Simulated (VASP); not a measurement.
# Sb (Pm-3m) in VASP: further runs

The runs below take Sb through single point, with PBEsol.

All numbers are computed with VASP 6.6.1; they aren't measurements. Logs are shortened: lines on timing, memory, paths and dates and some standing lists are left out, and cuts for length are marked.

## Step 1: The crystal as given

It takes space group Pm-3m (No. 221, cubic). Conventional cell: a = 3.083 Å, b = 3.083 Å, c = 3.083 Å, α = 90.00°, β = 90.00°, γ = 90.00°. Sb (site symmetry m-3m) is surrounded by 6 Sb at 3.08 Å.

This isn't the form of Sb at room conditions, which is rhombohedral.

## Step 2: Single point, PBEsol

Contents of INCAR:

```
SYSTEM = Sb
PREC = Accurate
ENCUT = 520
EDIFF = 1E-6
ISMEAR = -1
SIGMA = 0.05
LREAL = .FALSE.
LASPH = .TRUE.
NELM = 60
ALGO = Normal
ISIF = 2
LWAVE = .FALSE.
LCHARG = .FALSE.
GGA = PS
NBANDS = 8
```

Contents of KPOINTS:

```
regular mesh
0
G
  12 12 12
  0 0 0
```

Contents of POSCAR:

```
Sb
1.0
    3.0833436100      0.0000000000      0.0000000000
    0.0000000000      3.0833436100      0.0000000000
    0.0000000000      0.0000000000      3.0833436100
Sb
1
Direct
    0.0000000000      0.0000000000      0.0000000000
```

Potentials or basis: VASP PAW PBE potentials, release 64 (Sb).

Started as:

```bash
$ cat potpaw_PBE.64/Sb/POTCAR > POTCAR
$ mpirun -np 1 vasp_std > vasp.out
```

OUTCAR:

```text
SYSTEM = Sb
   PREC = Accurate
   ENCUT = 520
   EDIFF = 1E-6
   ISMEAR = -1
   LREAL = .FALSE.
   LASPH = .TRUE.
   NELM = 60
   ISIF = 2
   GGA = PS

 ion  position               nearest neighbor table
   1  0.000  0.000  0.000-

  LATTYP: Found a simple cubic cell.
 ALAT       =     3.0833436100

  Lattice vectors:

 A1 = (   3.0833436100,   0.0000000000,   0.0000000000)
 A2 = (   0.0000000000,   3.0833436100,   0.0000000000)
 A3 = (   0.0000000000,   0.0000000000,   3.0833436100)

Analysis of symmetry for initial positions (statically):
=====================================================================
 Subroutine PRICEL returns:
 Original cell was already a primitive cell.

 Routine SETGRP: Setting up the symmetry group for a
 simple cubic supercell.

 Subroutine GETGRP returns: Found 48 space group operations
 (whereof 48 operations were pure point group operations)
 out of a pool of 48 trial point group operations.

The static configuration has the point symmetry O_h .

Analysis of symmetry for dynamics (positions and initial velocities):
=====================================================================
 Subroutine PRICEL returns:
 Original cell was already a primitive cell.

 Routine SETGRP: Setting up the symmetry group for a
 simple cubic supercell.

 Subroutine GETGRP returns: Found 48 space group operations
 (whereof 48 operations were pure point group operations)
 out of a pool of 48 trial point group operations.

The dynamic configuration has the point symmetry O_h .

 Subroutine INISYM returns: Found 48 space group operations
 (whereof 48 operations are pure point group operations),
 and found     1 'primitive' translations

----------------------------------------------------------------------------------------

                                     Primitive cell

  volume of cell :      29.3134

  direct lattice vectors                    reciprocal lattice vectors
     3.083343610  0.000000000  0.000000000     0.324323243  0.000000000  0.000000000
     0.000000000  3.083343610  0.000000000     0.000000000  0.324323243  0.000000000
     0.000000000  0.000000000  3.083343610     0.000000000  0.000000000  0.324323243

  length of vectors
     3.083343610  3.083343610  3.083343610     0.324323243  0.324323243  0.324323243

  position of ions in fractional coordinates (direct lattice)
     0.000000000  0.000000000  0.000000000

  ion indices of the primitive-cell ions
   primitive index   ion index
                 1           1

----------------------------------------------------------------------------------------

 KPOINTS: regular mesh

Automatic generation of k-mesh.
 Grid dimensions read from file:
 generate k-points for:   12   12   12

 Generating k-lattice:

  Cartesian coordinates                     Fractional coordinates (reciprocal lattice)
     0.027026937  0.000000000  0.000000000     0.083333333  0.000000000  0.000000000
     0.000000000  0.027026937  0.000000000     0.000000000  0.083333333  0.000000000
     0.000000000  0.000000000  0.027026937     0.000000000  0.000000000  0.083333333

  Length of vectors
     0.027026937  0.027026937  0.027026937

  Shift w.r.t. Gamma in fractional coordinates (k-lattice)
     0.000000000  0.000000000  0.000000000

 Subroutine IBZKPT returns following result:
 ===========================================

 Found     84 irreducible k-points:

 Following reciprocal coordinates:
            Coordinates               Weight
  0.000000  0.000000  0.000000      1.000000
  0.083333  0.000000  0.000000      6.000000
  0.166667  0.000000  0.000000      6.000000
  0.250000  0.000000  0.000000      6.000000
  0.333333  0.000000  0.000000      6.000000
  0.416667  0.000000  0.000000      6.000000
[... 16 lines left out ...]
  0.333333  0.333333  0.000000     12.000000
  0.416667  0.333333  0.000000     24.000000
 [... further k-points ...]
   k-points           NKPTS =     84   k-points in BZ     NKDIM =     84   number of bands    NBANDS=      8
   number of dos      NEDOS =    301   number of ions     NIONS =      1
   total plane-waves  NPLWV =  13824
   dimension x,y,z NGX =    24 NGY =   24 NGZ =   24
   dimension x,y,z NGXF=    48 NGYF=   48 NGZF=   48
   ions per type =               1
   NGX,Y,Z   is equivalent  to a cutoff of  12.94, 12.94, 12.94 a.u.
   NGXF,Y,Z  is equivalent  to a cutoff of  25.88, 25.88, 25.88 a.u.
 SYSTEM =  Sb
   PREC   = accura    normal or accurate (medium, high low for compatibility)
   ISTART =      0    job   : 0-new  1-cont  2-samecut
   ICHARG =      2    charge: 1-file 2-atom 10-const
   ISPIN  =      1    spin polarized calculation?
   LNONCOLLINEAR =      F non collinear calculations
   LSORBIT =      F    spin-orbit coupling
   LASPH  =      T    aspherical Exc in radial PAW
   ENCUT  =  520.0 eV  38.22 Ry    6.18 a.u.   5.73  5.73  5.73*2*pi/ulx,y,z
   NELM   =     60;   NELMIN=  2; NELMDL= -5     # of ELM steps
   EDIFF  = 0.1E-05   stopping-criterion for ELM
   LREAL  =      F    real-space projection
   EDIFFG = 0.1E-04   stopping-criterion for IOM
   NSW    =      0    number of steps for IOM
   IBRION =     -1    ionic relax: 0-MD 1-quasi-New 2-CG
   NFREE  =      0    steps in history (QN), initial steepest desc. (CG)
   ISIF   =      2    stress and relaxation
   ISYM   =      2    0-nonsym 1-usesym 2-fastsym
   POTIM  = 0.5000    time-step for ionic-motion
   TEBEG  =    0.0;   TEEND  =   0.0 temperature during run
   PSTRESS=    0.0 pullay stress
   NELECT =       5.0000    total number of electrons
   NUPDOWN=      -1.0000    fix difference up-down
   EMIN   =  10.00;   EMAX   =-10.00  energy-range for DOS
   EFERMI =   0.00;   METHOD = LEGACY
   ISMEAR =    -1;   SIGMA  =   0.05  broadening in eV -4-tet -1-fermi 0-gaus
   EFERMI_NEDOS =   21; number of points for ismear=-14 and -15
   IALGO  =     38    algorithm
   IMIX   =      4    mixing-type and parameters
     AMIX     =   0.40;   BMIX     =  1.00
     AMIX_MAG =   1.60;   BMIX_MAG =  1.00
  volume/ion in A,a.u.               =      29.31       197.82
  Fermi-wavevector in a.u.,A,eV,Ry     =   0.907910  1.715702 11.215296  0.824301
  Thomas-Fermi vector in A             =   2.031774
   LORBIT       =      0    0 simple, 1 ext, 2 COOP (PROOUT), +10 PAW based schemes
   GGA     = PS    functional components
   LHFCALC =     F    Hartree Fock is set to
   AEXX    =    0.0000 exact exchange contribution
   IVDW    =     0    specifies the selected vdW correction
   LEPSILON=     F    determine dielectric tensor
   LRPA    =     F    only Hartree local field effects (RPA)
 non-spin polarized calculation
  energy-cutoff  :      520.00
  volume of cell :       29.31
 maximum number of plane-waves:       840
 NGX is ok and might be reduce to    24
   NGX = 11   NGY = 11   NGZ = 11

 number of electron       4.9999999 magnetization

 Free energy of the ion-electron system (eV)
  ---------------------------------------------------
  ext. energy  EPLUGINS =         0.00000000
  ---------------------------------------------------
  free energy    TOTEN  =        -4.52030580 eV

  energy without entropy =       -4.51410533  energy(sigma->0) =       -4.51720556

 E-fermi :   7.2947     XC(G=0):  -9.8284

 val. band max:        7.2729678301   @ k =   0.4167   0.2500   0.0833
 cond. band min:       7.2954222921   @ k =   0.1667   0.0833   0.0000
 fundamental gap:      0.0224544620
 Fermi energy:         7.2947013571

 k-point     1 :       0.0000    0.0000    0.0000
  band No.  band energies     occupation
      1      -5.3296      2.00000
      2      10.5122      0.00000
      3      10.5122      0.00000
      4      10.5122      0.00000
      5      14.1747      0.00000
      6      14.1747      0.00000
      7      15.4497      0.00000
      8      25.0384      0.00000

 k-point     2 :       0.0833    0.0000    0.0000
  band No.  band energies     occupation
      1      -5.2270      2.00000
      2       9.2738      0.00000
      3      10.6139      0.00000
      4      10.6139      0.00000
      5      14.2556      0.00000
      6      14.8400      0.00000
      7      16.2435      0.00000
      8      24.1366      0.00000

 k-point     3 :       0.1667    0.0000    0.0000
  band No.  band energies     occupation
      1      -4.9229      2.00000
      2       7.1984      1.74583
      3      10.9088      0.00000
      4      10.9088      0.00000
      5      14.4968      0.00000
      6      15.2826      0.00000
      7      18.5134      0.00000
      8      22.6977      0.00000

 k-point     4 :       0.2500    0.0000    0.0000
  band No.  band energies     occupation
      1      -4.4326      2.00000
      2       5.1686      2.00000
      3      11.3619      0.00000
      4      11.3619      0.00000
      5      14.8915      0.00000
      6      15.7536      0.00000
      7      20.9116      0.00000
      8      21.2648      0.00000

 k-point     5 :       0.3333    0.0000    0.0000
  band No.  band energies     occupation
      1      -3.8002      2.00000
      2       3.3884      2.00000
      3      11.8992      0.00000
      4      11.8992      0.00000
      5      15.4182      0.00000
      6      16.3802      0.00000
      7      19.9978      0.00000
      8      19.9978      0.00000

 k-point     6 :       0.4167    0.0000    0.0000
  band No.  band energies     occupation
      1      -3.1563      2.00000
      2       2.0409      2.00000
      3      12.3778      0.00000
      4      12.3778      0.00000
      5      15.9972      0.00000
      6      17.1594      0.00000
      7      19.0716      0.00000
      8      19.0716      0.00000

 k-point     7 :       0.5000    0.0000    0.0000
  band No.  band energies     occupation
      1      -2.8407      2.00000
      2       1.4886      2.00000
      3      12.5809      0.00000
      4      12.5809      0.00000
      5      16.3186      0.00000
      6      17.7722      0.00000
      7      18.6987      0.00000
      8      18.7180      0.00000

 k-point     8 :       0.0833    0.0833    0.0000
  band No.  band energies     occupation
      1      -5.1243      2.00000
      2       9.2935      0.00000
      3       9.4591      0.00000
      4      10.7157      0.00000
      5      14.5994      0.00000
      6      15.6762      0.00000
      7      16.5886      0.00000
      8      22.9484      0.00000

 k-point     9 :       0.1667    0.0833    0.0000
  band No.  band energies     occupation
      1      -4.8202      2.00000
      2       7.2954      0.99279
      3       9.6776      0.00000
      4      11.0110      0.00000
      5      14.8864      0.00000
      6      16.2991      0.00000
      7      18.5565      0.00000
      8      21.3301      0.00000

 k-point    10 :       0.2500    0.0833    0.0000
  band No.  band energies     occupation
      1      -4.3297      2.00000
      2       5.2674      2.00000
      3      10.1366      0.00000
      4      11.4647      0.00000
      5      15.3022      0.00000
      6      16.6716      0.00000
      7      19.5434      0.00000
      8      21.1810      0.00000
[... 78 lines left out ...]
 k-point    18 :       0.5000    0.1667    0.0000
  band No.  band energies     occupation
      1      -2.4267      2.00000
      2       1.8734      2.00000
      3       9.4572      0.00000
      4      12.9899      0.00000
      5      14.1512      0.00000
      6      17.5514      0.00000
      7      18.6538      0.00000
      8      19.0255      0.00000

 k-point    19 :       0.2500    0.2500    0.0000
  band No.  band energies     occupation
      1      -3.5325      2.00000
      2       5.8114      2.00000
      3       6.2580      2.00000
      4      12.2204      0.00000
      5      15.2626      0.00000
      6      16.3438      0.00000
      7      21.2660      0.00000
      8      21.8635      0.00000

 k-point    20 :       0.3333    0.2500    0.0000
  band No.  band energies     occupation
      1      -2.8958      2.00000
      2       4.2257      2.00000
      3       6.6357      2.00000
      4      12.7636      0.00000
      5      13.8800      0.00000
      6      16.7959      0.00000
      7      20.6568      0.00000
      8      20.9780      0.00000

 k-point    21 :       0.4167    0.2500    0.0000
  band No.  band energies     occupation
      1      -2.2441      2.00000
      2       2.8784      2.00000
      3       7.1776      1.82463
      4      12.7679      0.00000
      5      13.2486      0.00000
      6      17.5075      0.00000
      7      19.7478      0.00000
      8      19.8373      0.00000

 k-point    22 :       0.5000    0.2500    0.0000
  band No.  band energies     occupation
      1      -1.9224      2.00000
      2       2.3211      2.00000
      3       7.4268      0.13290
      4      12.3256      0.00000
      5      13.4548      0.00000
      6      18.0730      0.00000
      7      19.1061      0.00000
      8      19.3988      0.00000

 k-point    23 :       0.3333    0.3333    0.0000
  band No.  band energies     occupation
      1      -2.2529      2.00000
      2       4.5945      2.00000
      3       5.0419      2.00000
      4      12.3523      0.00000
      5      13.3094      0.00000
      6      17.3771      0.00000
      7      21.0236      0.00000
      8      21.2204      0.00000

 k-point    24 :       0.4167    0.3333    0.0000
  band No.  band energies     occupation
      1      -1.5900      2.00000
      2       3.4273      2.00000
      3       5.3754      2.00000
      4      11.2258      0.00000
      5      13.7958      0.00000
      6      18.1062      0.00000
      7      20.2265      0.00000
      8      20.4068      0.00000

 [... further k-points ...]
[... 5 lines left out ...]
  --------------------------------------------------------------------------------------
  -------------------------------------------------------------------------------------
  Total       -0.2057651     -0.2057651     -0.2057651      0.0000000      0.0000000      0.0000000
  in kB      -11.2464785    -11.2464785    -11.2464785      0.0000000      0.0000000      0.0000000
  external PRESSURE =     -11.2464785 kB  Pullay stress =       0.0000000 kB

 VOLUME and BASIS-vectors are now :
 -----------------------------------------------------------------------------
  energy-cutoff  :      520.00
  volume of cell :       29.31
      direct lattice vectors                 reciprocal lattice vectors
     3.083343610  0.000000000  0.000000000     0.324323243  0.000000000  0.000000000
     0.000000000  3.083343610  0.000000000     0.000000000  0.324323243  0.000000000
     0.000000000  0.000000000  3.083343610     0.000000000  0.000000000  0.324323243

 POSITION                                       TOTAL-FORCE (eV/Angst)
 -----------------------------------------------------------------------------------
      0.00000      0.00000      0.00000         0.000000      0.000000      0.000000
 -----------------------------------------------------------------------------------
    total drift:                               -0.000000      0.000000      0.000000

  FREE ENERGIE OF THE ION-ELECTRON SYSTEM (eV)
  ---------------------------------------------------
  free  energy   TOTEN  =        -4.5203057990 eV

  energy  without entropy=       -4.5141053300  energy(sigma->0) =       -4.51720556
```

It took 5.6 s on 1 thread of Intel Xeon Platinum 8559C (Emerald Rapids), shared host; peak memory 0.14 GiB.

Results:

| Property | Result |
| --- | --- |
| Free energy | -4.5203 eV |
| Pressure | -1.1 GPa |
| Band gap on the k mesh | none (metal or under the smearing width) |

Caveat: the PAW data sets were made with another functional, which shifts forces and pressure a little.

## Step 3: Single point, PBEsol

Contents of INCAR:

```
ALGO = Fast ; EDIFF = 1E-6
ENCUT = 520 ; GGA = PS
ISIF = 2 ; ISMEAR = -1
LASPH = True ; LCHARG = True
LELF = True ; LREAL = False
LVHAR = True ; LWAVE = False
NBANDS = 8 ; NELM = 100
PREC = Accurate ; SIGMA = 0.05
```

Contents of KPOINTS:

```
k-points
0
Gamma
  12 12 12
```

POSCAR is that of step 2.

Potentials or basis: VASP PAW PBE potentials, release 64 (Sb).

Started as:

```bash
$ cat potpaw_PBE.64/Sb/POTCAR > POTCAR
$ mpirun -np 1 vasp_std > vasp.out
```

Run time: 7.2 s. Hardware: 1 thread of Intel Xeon Platinum 8559C (Emerald Rapids), shared host; peak memory 0.14 GiB.

Results (log left out):

- Free energy: -4.5203 eV
- Pressure: -1.1 GPa
- Band gap on the k mesh: none (metal or under the smearing width)

Levels at points of the mesh, in eV from the Fermi level:
```csv
k point,band 1,band 2,band 3,band 4,band 5,band 6,band 7,band 8
"(0.00, 0.00, 0.00)",-12.62,3.22,3.22,3.22,6.88,6.88,8.16,17.74
"(0.50, 0.00, 0.00)",-10.14,-5.81,5.29,5.29,9.02,10.48,11.40,11.42
"(0.50, 0.50, 0.00)",-7.49,-3.70,-3.70,1.97,7.40,12.95,13.21,13.21
"(0.50, 0.50, 0.50)",-4.53,-1.73,-1.73,-1.73,4.70,4.70,4.70,6.70
```

Caveat: the PAW data sets were made with another functional, which shifts forces and pressure a little. The run has no spin-orbit coupling, so splittings on Sb are missing.
